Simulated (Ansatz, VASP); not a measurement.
# One calculation of AlCo, two programs

File INCAR:

```
ALGO     = Normal         # electronic algorithm
EDIFF    = 1E-6           # SCF threshold, eV
ENCUT    = 520            # plane-wave cutoff, eV
GGA      = PE             # functional
ISIF     = 2              # what is computed and relaxed
ISMEAR   = 0              # smearing method
LASPH    = T              # aspherical terms in the spheres
LCHARG   = F              # write CHGCAR
LREAL    = F              # projectors in reciprocal space
LWAVE    = F              # write WAVECAR
NBANDS   = 34             # bands
NELM     = 60             # most SCF steps
PREC     = Accurate       # precision mode
SIGMA    = 0.1            # smearing width, eV
```

The input KPOINTS:

```
k-points
0
Gamma
  8 4 4
```

The input POSCAR:

```
AlCo
1.0
    2.8519096652      0.0000000000      0.0000000000
    0.0000000000      5.7038193304      0.0000000000
    0.0000000000      0.0000000000      5.7038193304
Al Co
4 4
Direct
    0.5000000000      0.2500000000      0.2500000000
    0.5000000000      0.2500000000      0.7500000000
    0.5000000000      0.7500000000      0.2500000000
    0.5000000000      0.7500000000      0.7500000000
    0.0000000000      0.5000000000      0.5000000000
    1.0000000000      0.5000000000      1.0000000000
    0.0000000000      1.0000000000      0.5000000000
    0.0000000000      0.0000000000      0.0000000000
```

Input for Ansatz:

```yaml
crystal:
  lattice:
    - [2.8519096652, 0.0, 0.0]
    - [0.0, 5.7038193304, 0.0]
    - [0.0, 0.0, 5.7038193304]
  atoms:
    - { symbol: Al, position: [0.5, 0.25, 0.25] }
    - { symbol: Al, position: [0.5, 0.25, 0.75] }
    - { symbol: Al, position: [0.5, 0.75, 0.25] }
    - { symbol: Al, position: [0.5, 0.75, 0.75] }
    - { symbol: Co, position: [0.0, 0.5, 0.5] }
    - { symbol: Co, position: [1.0, 0.5, 1.0] }
    - { symbol: Co, position: [0.0, 1.0, 0.5] }
    - { symbol: Co, position: [0.0, 0.0, 0.0] }
basis:
  ecutwfc: 420
kpoints:
  mp_grid: { grid: [8, 4, 4] }
hamiltonian:
  xc: pbe
scf:
  occupations: { method: gaussian, width: 0.1 }
output:
  forces: true
  stress: true
  eigenvalues: true
```

Alike in both runs: task single point; functional PBE; k mesh 8 × 4 × 4; occupations gaussian, width 0.1 eV; no spin polarisation.

```csv
,VASP,Ansatz
version,VASP 6.6.1,Ansatz 0.2.0
potentials or method,"VASP PAW PBE potentials, release 64 (Al, Co)","scalar-relativistic, plane waves, PAW"
plane-wave cutoff (eV),520,420
valence electrons in the cell,48,80
```

|  | VASP | Ansatz | Ansatz less VASP |
| --- | --- | --- | --- |
| gap on the k mesh at the Fermi level (eV) | none | none | - |
| pressure (GPa) | 0.0 | 0.0 | +0.08 |

A gap of «none» marks a metal or a gap that the smearing closes. The two sets of potentials don't hold the same shells in valence.

Spin polarisation is off, so any magnetic state and its effect on volume and gap are missing.
